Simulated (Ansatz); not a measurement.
# The perfect Nb wire along [100], 5 atoms a period

Wanted: the relaxed geometry and the bands of the Nb wire along [100], 5 atoms a period.

Calculated with Ansatz 0.2.0; DFT PBE, plane waves, PAW; relaxation of a wire's period; PAW set soft_1, in the first sound run; inputs show where later runs differ.

## Step 1: Starting point

The cell holds 5 atoms: 5 Nb. Its edges and angles: a = 10.110 Å, b = 10.110 Å, c = 3.310 Å, α = 90.0°, β = 90.0°, γ = 90.0°. Vacuum lies along a and b. The structure's axis is c.

## Step 2: Relaxation of atoms and period

Band widths follow the bond lengths, so the wire is relaxed first. The atoms and the third cell vector are free; the box across stays fixed as vacuum. A Fermi-Dirac smearing is set since the result may be a metal. The pressure printed is a third of the stress's trace over the whole box, vacuum included; only the stress along the axis is relaxed.

File input.yaml:

```yaml
crystal:
  lattice:
    - [10.11, 0.0, 0.0]
    - [0.0, 10.11, 0.0]
    - [0.0, 0.0, 3.31]
  atoms:
    - { symbol: Nb, position: [0.5, 0.5, 0.0] }
    - { symbol: Nb, position: [0.336300692, 0.336300692, 0.5] }
    - { symbol: Nb, position: [0.336300692, 0.663699308, 0.5] }
    - { symbol: Nb, position: [0.663699308, 0.336300692, 0.5] }
    - { symbol: Nb, position: [0.663699308, 0.663699308, 0.5] }
kpoints:
  mp_grid: { grid: [1, 1, 25] }
scf:
  occupations: { method: fermi_dirac, width: 0.05 }
hamiltonian:
  xc: pbe
  pseudopotentials: { kind: paw, azcp: { folder: soft_1 } }
relax:
  cell: { fix: [a, b, alpha, beta, gamma] }
  max_steps: 45
  f_tol: 0.03
```

Run with:

```
$ ansatz run input.yaml --threads 4 --pin off --max-ram 16384MiB --backend cpu --events-out ev --progress --plain --runs-dir out
```

Numbers of over 12 decimals in the logs are rounded to 6 here.

Log:

```text
Engine: ansatz 0.2.0, aarch64-unknown-linux-gnu
Pseudopotentials: kind: paw
Pseudopotential: Nb, paw, valence charge 13, recommended cutoff 420 eV (normal), soft_1/Nb.paw.azcp
Functional definition: PBE
  parameter kappa = 0.804
  parameter beta = 0.066725
  exchange = pbe_x(kappa = kappa, mu = beta*pi^2/3)
  correlation = pbe_c(beta = beta)
Crystal: 5 atoms, lattice volume = 338.322 Å³
Basis set: ecut = 420 eV, 6639 PW (Γ), exchange–correlation on 144×144×48 points (8 copies of the dense FFT grid, shifted against one another)
Bands: 39, of which v1, the nominal top of the filled ones, is band 33 counted from 1 (32 counted from 0)
Symmetry: 16 space group operations
Space group: P4/mmm (ITA 123), of the structure as read, at distance tolerance 7.0e-5 Å
k-points: 13 of 25
Non-local potential: Nb, projectors of the file, l = 0: 3, l = 1: 2, l = 2: 2, l = 3: 1
PAW form: soft (Blöchl's): semilocal exchange-correlation on the pseudo side does not see the compensation charge
PAW one-centre angular grid: Nb, 590 points (default); XC on 64 Gauss nodes
Initial density: superposition of atomic densities (neutral atoms: chi_scale 0, normalization atom)
Initial wavefunctions: pseudopotential atomic-orbital guess
Functional: x = pbe(κ = 0.804, μ = 0.219515), c = pbe(β = 0.066725)
SCF iter   1: F=—  HF=-22755.241812 eV  |F-HF|=—  |Δ(HF+E_count)|=         —  Δρ=5.28e-2  dr2=4.54e1  ethr=3.10e-3  ⟨swp⟩=8.2  Hψ=2045  notcnv=0
preconditioner: auto → LDOS  [metal: Δε(μ)=0.021 eV  Ē_g=2.825 eV  σ=0.050 eV  W_gap=0.10  n_scr=46 (ndim 8)  ℏωp=10.1 eV  f_vac=0.444  D(μ)=15.67/eV (n_scr^D=142)  β→1.0]
SCF iter   2: F=—  HF=-22747.845272 eV  |F-HF|=—  |Δ(HF+E_count)|=    7.40e0  Δρ=2.98e-2  dr2=4.81e0  ethr=3.10e-3  ⟨swp⟩=4.0  Hψ=1424  notcnv=0  defer=1
SCF iter   3: F=—  HF=-22748.370968 eV  |F-HF|=—  |Δ(HF+E_count)|=   5.26e-1  Δρ=1.04e-2  dr2=1.30e0  ethr=3.10e-3  ⟨swp⟩=3.0  Hψ=1169  notcnv=0
SCF iter   4: F=—  HF=-22748.239109 eV  |F-HF|=—  |Δ(HF+E_count)|=   1.32e-1  Δρ=4.03e-3  dr2=1.34e-1  ethr=2.00e-3  ⟨swp⟩=2.1  Hψ=781  notcnv=0
SCF iter   5: F=—  HF=-22748.232914 eV  |F-HF|=—  |Δ(HF+E_count)|=   6.19e-3  Δρ=1.53e-3  dr2=1.08e-2  ethr=2.06e-4  ⟨swp⟩=2.2  Hψ=793  notcnv=0
SCF iter   6: F=—  HF=-22748.236280 eV  |F-HF|=—  |Δ(HF+E_count)|=   3.37e-3  Δρ=6.13e-4  dr2=1.63e-3  ethr=1.66e-5  ⟨swp⟩=2.0  Hψ=710  notcnv=0
SCF iter   7: F=—  HF=-22748.236890 eV  |F-HF|=—  |Δ(HF+E_count)|=   6.10e-4  Δρ=2.70e-4  dr2=2.49e-4  ethr=2.50e-6  ⟨swp⟩=2.1  Hψ=688  notcnv=0
SCF iter   8: F=—  HF=-22748.237015 eV  |F-HF|=—  |Δ(HF+E_count)|=   1.25e-4  Δρ=1.00e-4  dr2=8.93e-5  ethr=3.83e-7  ⟨swp⟩=2.2  Hψ=720  notcnv=0
SCF iter   9: F=—  HF=-22748.237218 eV  |F-HF|=—  |Δ(HF+E_count)|=   2.03e-4  Δρ=2.68e-5  dr2=2.84e-6  ethr=1.37e-7  ⟨swp⟩=2.0  Hψ=652  notcnv=0
SCF iter  10: F=—  HF=-22748.237221 eV  |F-HF|=—  |Δ(HF+E_count)|=   3.52e-6  Δρ=9.50e-6  dr2=2.82e-7  ethr=4.37e-9  ⟨swp⟩=3.0  Hψ=784  notcnv=0
SCF iter  11: F=-22748.237222 eV  HF=-22748.237222 eV  |F-HF|=3.66e-8  |Δ(HF+E_count)|=   2.36e-7  Δρ=2.51e-6  dr2=1.96e-8  ethr=1.54e-10  ⟨swp⟩=6.0  Hψ=1883  notcnv=0
SCF 1 converged in 11 iterations: F = -22748.237222 eV  dr2 = 1.96e-8
  greatest PAW one-centre occupation: 0.998 electrons in one spin orbital (limit 2), on the Nb atom at site 0 (counted from 0), in its partial waves of l = 0
relax step   1: F+E_penalty+E_count = -22748.23722175 eV  Δ(F+E_penalty+E_count) = +0.000e0 eV  max|allowed force component| = 2.127e0 eV/Å  Δτ_max = 0.0000 Å  P = -7.225 GPa  Ω = 338.322 Å³  fix = [a, b, alpha, beta, gamma]  reactions: a -6.906, b -6.906 GPa  (11 SCF iters, dr2 threshold 1.00e-7 eV, accepted)
Crystal: 5 atoms, lattice volume = 330.457 Å³
Basis set: ecut = 420 eV, 6487 PW (Γ), exchange–correlation on 144×144×48 points (8 copies of the dense FFT grid, shifted against one another)
Initial density: handed on by an earlier stage of this run
Initial wavefunctions: those handed on with the density
SCF iter   1: F=—  HF=-22750.732718 eV  |F-HF|=—  |Δ(HF+E_count)|=         —  Δρ=2.03e-2  dr2=4.05e0  ethr=3.10e-3  ⟨swp⟩=10.1  Hψ=2183  notcnv=0
preconditioner: auto → LDOS  [metal: Δε(μ)=0.043 eV  Ē_g=2.465 eV  σ=0.050 eV  W_gap=0.21  n_scr=46 (ndim 8)  ℏωp=10.2 eV  f_vac=0.503  D(μ)=13.92/eV (n_scr^D=118)  β→1.0]
SCF iter   2: F=—  HF=-22750.446687 eV  |F-HF|=—  |Δ(HF+E_count)|=   2.86e-1  Δρ=1.41e-2  dr2=1.57e0  ethr=3.10e-3  ⟨swp⟩=2.8  Hψ=875  notcnv=0
SCF iter   3: F=—  HF=-22750.303596 eV  |F-HF|=—  |Δ(HF+E_count)|=   1.43e-1  Δρ=2.94e-3  dr2=8.41e-2  ethr=2.41e-3  ⟨swp⟩=2.1  Hψ=756  notcnv=0
SCF iter   4: F=—  HF=-22750.299600 eV  |F-HF|=—  |Δ(HF+E_count)|=   4.00e-3  Δρ=6.66e-4  dr2=2.58e-3  ethr=1.29e-4  ⟨swp⟩=2.0  Hψ=762  notcnv=0
SCF iter   5: F=—  HF=-22750.301418 eV  |F-HF|=—  |Δ(HF+E_count)|=   1.82e-3  Δρ=2.88e-4  dr2=3.07e-4  ethr=3.97e-6  ⟨swp⟩=2.7  Hψ=803  notcnv=0
SCF iter   6: F=—  HF=-22750.302124 eV  |F-HF|=—  |Δ(HF+E_count)|=   7.06e-4  Δρ=1.31e-4  dr2=7.48e-5  ethr=4.72e-7  ⟨swp⟩=2.4  Hψ=882  notcnv=0
SCF iter   7: F=—  HF=-22750.302181 eV  |F-HF|=—  |Δ(HF+E_count)|=   5.69e-5  Δρ=4.04e-5  dr2=7.43e-6  ethr=1.15e-7  ⟨swp⟩=2.1  Hψ=844  notcnv=0
SCF iter   8: F=-22750.302187 eV  HF=-22750.302187 eV  |F-HF|=7.19e-7  |Δ(HF+E_count)|=   5.35e-6  Δρ=1.24e-5  dr2=3.33e-7  ethr=7.69e-10  ⟨swp⟩=4.1  Hψ=2128  notcnv=0
SCF 2 converged in 8 iterations: F = -22750.302187 eV  dr2 = 3.33e-7
relax step   2: F+E_penalty+E_count = -22750.30218724 eV  Δ(F+E_penalty+E_count) = -2.065e0 eV  max|allowed force component| = 9.531e-1 eV/Å  Δτ_max = 0.1937 Å  P = -3.173 GPa  Ω = 330.457 Å³  energy of the carried Pulay correction = +2.511e-4 eV  fix = [a, b, alpha, beta, gamma]  reactions: a -2.983, b -2.983 GPa  (8 SCF iters, dr2 threshold 5.00e-7 eV, accepted)
Crystal: 5 atoms, lattice volume = 323.651 Å³
Basis set: ecut = 420 eV, 6327 PW (Γ), exchange–correlation on 144×144×48 points (8 copies of the dense FFT grid, shifted against one another)
SCF iter   1: F=—  HF=-22750.769293 eV  |F-HF|=—  |Δ(HF+E_count)|=         —  Δρ=1.72e-2  dr2=2.69e0  ethr=3.10e-3  ⟨swp⟩=10.1  Hψ=2059  notcnv=0
preconditioner: auto → LDOS  [metal: Δε(μ)=0.086 eV  Ē_g=2.822 eV  σ=0.050 eV  W_gap=0.40  n_scr=46 (ndim 8)  ℏωp=10.3 eV  f_vac=0.529  D(μ)=13.35/eV (n_scr^D=118)  β→1.0]
SCF iter   2: F=—  HF=-22750.454011 eV  |F-HF|=—  |Δ(HF+E_count)|=   3.15e-1  Δρ=9.73e-3  dr2=5.13e-1  ethr=3.10e-3  ⟨swp⟩=2.4  Hψ=860  notcnv=0
SCF iter   3: F=—  HF=-22750.442847 eV  |F-HF|=—  |Δ(HF+E_count)|=   1.12e-2  Δρ=2.66e-3  dr2=6.11e-2  ethr=7.89e-4  ⟨swp⟩=2.1  Hψ=767  notcnv=0
SCF iter   4: F=—  HF=-22750.441704 eV  |F-HF|=—  |Δ(HF+E_count)|=   1.14e-3  Δρ=7.69e-4  dr2=2.97e-3  ethr=9.40e-5  ⟨swp⟩=2.0  Hψ=757  notcnv=0
SCF iter   5: F=—  HF=-22750.444449 eV  |F-HF|=—  |Δ(HF+E_count)|=   2.74e-3  Δρ=3.50e-4  dr2=4.98e-4  ethr=4.57e-6  ⟨swp⟩=2.6  Hψ=917  notcnv=0
SCF iter   6: F=—  HF=-22750.445129 eV  |F-HF|=—  |Δ(HF+E_count)|=   6.80e-4  Δρ=1.53e-4  dr2=5.35e-5  ethr=7.66e-7  ⟨swp⟩=2.3  Hψ=919  notcnv=0
SCF iter   7: F=—  HF=-22750.445260 eV  |F-HF|=—  |Δ(HF+E_count)|=   1.31e-4  Δρ=3.99e-5  dr2=3.92e-6  ethr=8.22e-8  ⟨swp⟩=2.9  Hψ=944  notcnv=0
SCF iter   8: F=-22750.445274 eV  HF=-22750.445272 eV  |F-HF|=1.90e-6  |Δ(HF+E_count)|=   1.15e-5  Δρ=1.19e-5  dr2=4.44e-7  ethr=7.69e-10  ⟨swp⟩=6.2  Hψ=2044  notcnv=0
SCF 3 converged in 8 iterations: F = -22750.445274 eV  dr2 = 4.44e-7
relax step   3: F+E_penalty+E_count = -22750.44527366 eV  Δ(F+E_penalty+E_count) = -1.431e-1 eV  max|allowed force component| = 8.919e-1 eV/Å  Δτ_max = 0.1560 Å  P = +2.222 GPa  Ω = 323.651 Å³  energy of the carried Pulay correction = +4.733e-4 eV  fix = [a, b, alpha, beta, gamma]  reactions: a +2.334, b +2.334 GPa  (8 SCF iters, dr2 threshold 5.00e-7 eV, accepted)
Crystal: 5 atoms, lattice volume = 321.033 Å³
Basis set: ecut = 420 eV, 6255 PW (Γ), exchange–correlation on 144×144×48 points (8 copies of the dense FFT grid, shifted against one another)
iter 1 solved again at ethr=1.24e-3 eV; its pass at ethr=3.10e-3 eV (dr2=8.05e-1 eV) is discarded
SCF iter   1: F=—  HF=-22750.705836 eV  |F-HF|=—  |Δ(HF+E_count)|=         —  Δρ=9.67e-3  dr2=7.84e-1  ethr=1.24e-3  ⟨swp⟩=1.1  Hψ=2342  notcnv=0
preconditioner: auto → LDOS  [metal: Δε(μ)=0.069 eV  Ē_g=2.395 eV  σ=0.050 eV  W_gap=0.32  n_scr=38 (ndim 8)  ℏωp=10.4 eV  f_vac=0.509  D(μ)=9.02/eV (n_scr^D=62)  β→1.0]
SCF iter   2: F=—  HF=-22750.699810 eV  |F-HF|=—  |Δ(HF+E_count)|=   6.03e-3  Δρ=8.90e-3  dr2=8.15e-1  ethr=1.21e-3  ⟨swp⟩=2.5  Hψ=766  notcnv=0
SCF iter   3: F=—  HF=-22750.618159 eV  |F-HF|=—  |Δ(HF+E_count)|=   8.17e-2  Δρ=1.81e-3  dr2=2.54e-2  ethr=1.21e-3  ⟨swp⟩=2.2  Hψ=850  notcnv=0
SCF iter   4: F=—  HF=-22750.618806 eV  |F-HF|=—  |Δ(HF+E_count)|=   6.46e-4  Δρ=5.63e-4  dr2=9.72e-4  ethr=3.91e-5  ⟨swp⟩=2.0  Hψ=699  notcnv=0
SCF iter   5: F=—  HF=-22750.620298 eV  |F-HF|=—  |Δ(HF+E_count)|=   1.49e-3  Δρ=2.64e-4  dr2=1.39e-4  ethr=1.50e-6  ⟨swp⟩=2.1  Hψ=891  notcnv=0
SCF iter   6: F=—  HF=-22750.621034 eV  |F-HF|=—  |Δ(HF+E_count)|=   7.36e-4  Δρ=8.22e-5  dr2=1.79e-5  ethr=2.14e-7  ⟨swp⟩=2.6  Hψ=741  notcnv=0
SCF iter   7: F=—  HF=-22750.621055 eV  |F-HF|=—  |Δ(HF+E_count)|=   2.14e-5  Δρ=1.73e-5  dr2=8.29e-7  ethr=2.75e-8  ⟨swp⟩=2.0  Hψ=677  notcnv=0
SCF iter   8: F=-22750.621058 eV  HF=-22750.621058 eV  |F-HF|=5.06e-8  |Δ(HF+E_count)|=   2.91e-6  Δρ=5.54e-6  dr2=1.35e-7  ethr=7.69e-10  ⟨swp⟩=5.2  Hψ=1926  notcnv=0
SCF 4 converged in 8 iterations: F = -22750.621058 eV  dr2 = 1.35e-7
relax step   4: F+E_penalty+E_count = -22750.62105816 eV  Δ(F+E_penalty+E_count) = -1.758e-1 eV  max|allowed force component| = 1.194e-1 eV/Å  Δτ_max = 0.0923 Å  P = -0.452 GPa  Ω = 321.033 Å³  energy of the carried Pulay correction = +5.599e-4 eV  fix = [a, b, alpha, beta, gamma]  reactions: a -0.512, b -0.512 GPa  (8 SCF iters, dr2 threshold 5.00e-7 eV, accepted)
Crystal: 5 atoms, lattice volume = 320.884 Å³
iter 1 solved again at ethr=1.53e-5 eV; its pass at ethr=3.10e-3 eV (dr2=9.92e-3 eV) is discarded
SCF iter   1: F=—  HF=-22750.625758 eV  |F-HF|=—  |Δ(HF+E_count)|=         —  Δρ=1.04e-3  dr2=9.77e-3  ethr=1.53e-5  ⟨swp⟩=1.3  Hψ=1951  notcnv=0
preconditioner: auto → LDOS  [metal: Δε(μ)=0.067 eV  Ē_g=2.495 eV  σ=0.050 eV  W_gap=0.29  n_scr=38 (ndim 8)  ℏωp=10.4 eV  f_vac=0.513  D(μ)=10.20/eV (n_scr^D=70)  β→1.0]
SCF iter   2: F=—  HF=-22750.625253 eV  |F-HF|=—  |Δ(HF+E_count)|=   5.05e-4  Δρ=8.77e-4  dr2=7.10e-3  ethr=1.50e-5  ⟨swp⟩=2.0  Hψ=697  notcnv=0
SCF iter   3: F=—  HF=-22750.624635 eV  |F-HF|=—  |Δ(HF+E_count)|=   6.18e-4  Δρ=1.75e-4  dr2=2.80e-4  ethr=1.09e-5  ⟨swp⟩=2.0  Hψ=657  notcnv=0
SCF iter   4: F=—  HF=-22750.624849 eV  |F-HF|=—  |Δ(HF+E_count)|=   2.14e-4  Δρ=4.95e-5  dr2=9.25e-6  ethr=4.30e-7  ⟨swp⟩=2.0  Hψ=656  notcnv=0
SCF iter   5: F=—  HF=-22750.624862 eV  |F-HF|=—  |Δ(HF+E_count)|=   1.29e-5  Δρ=2.28e-5  dr2=1.23e-6  ethr=1.42e-8  ⟨swp⟩=2.7  Hψ=919  notcnv=0
SCF iter   6: F=-22750.624866 eV  HF=-22750.624866 eV  |F-HF|=2.68e-7  |Δ(HF+E_count)|=   4.33e-6  Δρ=7.88e-6  dr2=2.10e-7  ethr=7.69e-10  ⟨swp⟩=5.6  Hψ=1972  notcnv=0
SCF 5 converged in 6 iterations: F = -22750.624866 eV  dr2 = 2.10e-7
relax step   5: F+E_penalty+E_count = -22750.62486628 eV  Δ(F+E_penalty+E_count) = -3.808e-3 eV  max|allowed force component| = 1.433e-2 eV/Å  Δτ_max = 0.0096 Å  P = -0.146 GPa  Ω = 320.884 Å³  energy of the carried Pulay correction = +5.649e-4 eV  fix = [a, b, alpha, beta, gamma]  reactions: a -0.202, b -0.202 GPa  (6 SCF iters, dr2 threshold 5.00e-7 eV, accepted)
Initial wavefunctions: pseudopotential atomic-orbital guess (no wavefunctions were taken with the density)
iter 1 solved again at ethr=2.40e-7 eV; its pass at ethr=3.10e-3 eV (dr2=1.56e-4 eV) is discarded
SCF iter   1: F=—  HF=-22750.624089 eV  |F-HF|=—  |Δ(HF+E_count)|=         —  Δρ=4.53e-5  dr2=1.08e-6  ethr=2.40e-7  ⟨swp⟩=4.9  Hψ=3685  notcnv=0
preconditioner: auto → LDOS  [metal: Δε(μ)=0.072 eV  Ē_g=2.486 eV  σ=0.050 eV  W_gap=0.32  n_scr=38 (ndim 8)  ℏωp=10.4 eV  f_vac=0.513  D(μ)=10.10/eV (n_scr^D=70)  β→1.0]
SCF iter   2: F=—  HF=-22750.624303 eV  |F-HF|=—  |Δ(HF+E_count)|=   2.14e-4  Δρ=8.33e-6  dr2=2.21e-7  ethr=1.65e-9  ⟨swp⟩=2.7  Hψ=1014  notcnv=0
SCF iter   3: F=—  HF=-22750.624303 eV  |F-HF|=—  |Δ(HF+E_count)|=   7.65e-9  Δρ=3.30e-6  dr2=3.53e-8  ethr=3.40e-10  ⟨swp⟩=2.0  Hψ=889  notcnv=0
SCF iter   4: F=—  HF=-22750.624303 eV  |F-HF|=—  |Δ(HF+E_count)|=   1.64e-8  Δρ=1.22e-6  dr2=3.55e-9  ethr=5.43e-11  ⟨swp⟩=2.1  Hψ=854  notcnv=0
SCF iter   5: F=—  HF=-22750.624303 eV  |F-HF|=—  |Δ(HF+E_count)|=   7.91e-9  Δρ=6.59e-7  dr2=1.10e-9  ethr=5.47e-12  ⟨swp⟩=2.7  Hψ=950  notcnv=0
SCF iter   6: F=—  HF=-22750.624303 eV  |F-HF|=—  |Δ(HF+E_count)|=   2.91e-9  Δρ=2.34e-7  dr2=2.78e-10  ethr=1.70e-12  ⟨swp⟩=2.0  Hψ=681  notcnv=0
SCF iter   7: F=-22750.624303 eV  HF=-22750.624303 eV  |F-HF|=1.46e-11  |Δ(HF+E_count)|=  2.11e-10  Δρ=6.71e-8  dr2=1.87e-11  ethr=1.00e-12  ⟨swp⟩=4.0  Hψ=2043  notcnv=0
SCF 6 converged in 7 iterations: F = -22750.624303 eV  dr2 = 1.87e-11
relax step   6: F+E_penalty+E_count = -22750.62430346 eV  Δ(F+E_penalty+E_count) = +5.628e-4 eV  max|allowed force component| = 1.421e-2 eV/Å  Δτ_max = 0.0000 Å  P = -0.145 GPa  Ω = 320.884 Å³  fix = [a, b, alpha, beta, gamma]  reactions: a -0.200, b -0.200 GPa  stress off target by 3.50e-2 GPa on what of the cell is left free  SCF on the basis re-selected at this cell (its energy is not comparable with the rows above)  (7 SCF iters)
basis re-selected at this cell: Δ(F+E_penalty+E_count) = +5.628e-4 eV, ΔP = +0.001 GPa vs the last step (what re-selecting the basis moved, of the pressure what is left beyond the Pulay correction that the steps carried, after the strain that the cell walked since its last selection, with what the two solves' SCF thresholds leave and, on support functions, any second-order correction that the steps lacked; it is no m [...]
SCF converged after 7 iterations
Free energy (F): -22750.624303 eV
Harris-Foulkes:  -22750.624303 eV  (|F-HF|=1.46e-11)
Internal energy: -22750.539488 eV  (E = F + TS)
E sigma→0 (E₀):  -22750.581896 eV
Entropy (-TS):   -0.084815 eV (-16.963 meV/atom)
Fermi energy:    2.897545 eV
--- Per-component energies (eV) ---
  E_band       = -1327.866259
  E_kinetic    = 1860.810262
  E_local      = -17357.204219  (includes V_loc(G=0)·N_el)
  E_nonlocal   = 487.644631
  E_hartree    = 7632.542105
  E_xc         = -819.218321
  E_vxc        = -990.403113  (∫ρ·V_xc dr)
  E_paw        = -15414.616742  (= ΣΔE_a)
  E_vpaw       = -593.798127  (= ΣTr[D̂ρ^β])
  E_aug_tail   = 0.000214  (compensation charges beyond the density's cutoff)
  E_ewald      = 859.502581
  E_smearing   = -0.084815  (= −TS)
  E_closure    = 0.000000  (closes the sum)
  Σ components = -22750.624303   (vs F -22750.624303, Δ=0.00e0)
--- Forces (eV/Å), atoms counted from 1 ---
  atom   1  Nb     0.00000000     0.00000000     0.00000000
  atom   2  Nb     0.01421037     0.01421037     0.00000000
  atom   3  Nb     0.01421037    -0.01421037     0.00000000
  atom   4  Nb    -0.01421037     0.01421037     0.00000000
  atom   5  Nb    -0.01421037    -0.01421037     0.00000000
  max |Σ_I F_I| component: 1.73e-18 eV/Å
--- Stress (GPa, compression-positive) ---
       -0.200118       0.000000       0.000000
        0.000000      -0.200118       0.000000
        0.000000       0.000000      -0.034962
  P = ⅓ Tr σ = -0.1451 GPa (-1.451 kbar)
--- Relaxed structure (5 steps of the walk, 5 accepted, 1 SCFs on fresh bases) ---
  F+E_penalty+E_count = -22750.62430346 eV   max|allowed force component| = 1.421e-2 eV/Å   (the final SCF, on the basis selected at the relaxed cell)
  cell:  # Å, volume = 320.8841 Å³
    - [10.11, 0.0, 0.0]
    - [0.0, 10.11, 0.0]
    - [0.0, 0.0, 3.139395]
  atoms:
    - { symbol: Nb, position: [0.5, 0.5, 0.0] }
    - { symbol: Nb, position: [0.354978, 0.354978, 0.5] }
    - { symbol: Nb, position: [0.354978, 0.645022, 0.5] }
    - { symbol: Nb, position: [0.645022, 0.354978, 0.5] }
    - { symbol: Nb, position: [0.645022, 0.645022, 0.5] }
```

Run time: 17 s. Hardware: 4 threads of Arm Neoverse V1, shared host; peak memory 0.71 GiB; 65 s of CPU time.

(Continued in part 2 of 2.)

[Logs are printed without paths, hosts, clocks, repeated set-up lines and the standing remarks that a program may print on its own settings, such as how far it seeks lower states.]

[Hosts, paths, dates, database ids (printed as entryN), source tags and the programs' standing remarks are cut or masked in the printed files.]
